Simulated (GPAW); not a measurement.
AlN: relaxation of cell and atoms with SCAN+D3(BJ)

The system is AlN.

```
Al N
1.0
     3.11300    0.00000    0.00000
    -1.55650    2.69594    0.00000
     0.00000    0.00000    4.98100
Al N
2 2
Direct
  0.66667 0.33333 0.50000
  0.33333 0.66667 0.00000
  0.66667 0.33333 0.88000
  0.33333 0.66667 0.38000
```

```
Program             : GPAW 26.7.0
Task                : relaxation of cell and atoms
Functional          : SCAN
Dispersion          : D3(BJ)
Potentials or basis : GPAW PAW data sets (gpaw-data 1.2.1)
Cutoff              : 800 eV
Basis               : pw
k mesh              : 7 × 7 × 4
Occupations         : fermi-dirac, width 0.05 eV
Spin                : no spin polarisation
Target pressure     : -2 GPa
Maxiter             : 150
Optimizer           : LBFGS
Fmax                : 0.02 eV/Å
Max steps           : 60
Target pressure     : -2 GPa
```

```json
{
 "Relaxed volume": "10.41 Å³/atom",
 "Relaxed cell": "a = 3.108 Å, b = 3.108 Å, c = 4.977 Å, α = 90.00°, β = 90.00°, γ = 120.00°",
 "Space group after relaxing (to 0.05 Å)": "P6_3mc (No. 186)",
 "Energy change on relaxing (the enthalpy is what falls)": "-1.7 meV/atom",
 "Ionic steps": "10",
 "Pressure after relaxing": "-1.9 GPa",
 "Largest force after relaxing": "0.009 eV/Å",
 "Band gap on the k mesh": "4.92 eV, direct",
 "Dispersion energy per atom": "-0.088 eV"
}
```

Forces in eV/Å, atoms in the order of the input:
```
Al   0.000  0.000 -0.009
Al   0.000  0.000 -0.009
N    0.000  0.000  0.008
N    0.000  0.000  0.006
```

Stress tensor (GPa, compression positive):
```
-2.02  0.00  0.00
 0.00 -2.02  0.00
 0.00  0.00 -1.72
```

Step by step:
```
step  energy change (eV)  largest force (eV/Å)  pressure (GPa)  volume (Å³)
   1              0.0000                0.1944           -2.68        41.80
   2             -0.0015                0.1425           -2.61        41.78
   3             -0.0032                0.0802           -2.37        41.73
   4             -0.0037                0.0886           -2.28        41.71
   5             -0.0065                0.1515           -0.68        41.39
   6             -0.0070                0.0593           -1.50        41.55
   7             -0.0072                0.0346           -1.44        41.54
   8             -0.0074                0.0181           -1.48        41.55
   9             -0.0073                0.0183           -1.62        41.58
  10             -0.0069                0.0094           -1.92        41.64
```

Final structure:
```
CELL_PARAMETERS angstrom
3.10815 0.00000 0.00000
-1.55408 2.69174 0.00000
0.00000 0.00000 4.97661
ATOMIC_POSITIONS crystal
Al 0.66667 0.33333 0.50368
Al 0.33333 0.66667 0.00364
N 0.66667 0.33333 0.88538
N 0.33333 0.66667 0.38538
```

Levels at points of the mesh, in eV from the valence-band top:
```tsv
k point	band 5	band 6	band 7	band 8	band 9	band 10	band 11	band 12
(0.00, 0.00, 0.00)	-0.91	-0.23	-0.23	0.00	4.92	7.52	11.61	12.03
(0.00, 0.00, 0.50)	-0.58	-0.58	-0.58	-0.58	7.25	7.25	11.30	11.30
```

Run time: 16 min on 1 thread of Arm Neoverse V1, with other jobs on the host, peak memory 0.58 GiB.

Caveat: later steps reuse the first step's grids; the PAW data sets were made with another functional, which shifts forces and pressure a little. SCAN opens gaps a little over a GGA but as a rule still falls short of measured ones.
